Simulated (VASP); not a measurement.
Runs of VASP 6.6.1 on GaN. Symmetry: P6_3mc, No. 186, hexagonal system. The conventional cell has a = 3.217 Å, b = 3.217 Å, c = 5.243 Å, α = 90.00°, β = 90.00°, γ = 120.00°. Ga (site symmetry 3m) has 4 N at 1.97 Å as nearest neighbours. N (site symmetry 3m) is surrounded by 4 Ga at 1.97 Å. 

| task | level | cell | k mesh | cutoff (eV) | monkhorst-Pack mesh | grid for exact exchange (PRECFOCK) | exchange at q = 0 | share of exact exchange | gap on the mesh (eV) | pressure (GPa) | relaxed volume (Å³/atom) |
| --- | --- | --- | --- | --- | --- | --- | --- | --- | --- | --- | --- |
| relaxation of cell and atoms | PBE | relaxed | 12 × 12 × 5 | 600 | - | - | - | - | 1.72 | 0.0 | 11.76 |
| relaxation of cell and atoms | PBEsol | relaxed | 12 × 12 × 5 | 600 | - | - | - | - | 1.91 | 0.0 | 11.35 |
| dielectric tensor | PBE | P6_3mc, 11.75 Å³/atom | 18 × 18 × 9 | 600 | no | - | - | - | 1.72 | - | - |
| band structure | PBE-EpsX | P6_3mc, 11.35 Å³/atom | 6 × 6 × 3 | 520 | - | Fast | truncated | 0.1728 | (b) | (a) | - |

Alike in all rows: potentials or basis VASP PAW PBE potentials, release 64 (Ga_d, N); no spin polarisation; smearing gaussian 0.03 eV.

Fill in the values left out.

(a) 2.1; (b) 3.30.

Caveats: the PAW data sets were made with another functional, which shifts forces and pressure a little (some runs); an odd mesh through Γ misses points on the zone boundary, where band edges often lie (some runs).

A k mesh can miss the band edges, and the runs leave out spin-orbit coupling on Ga.
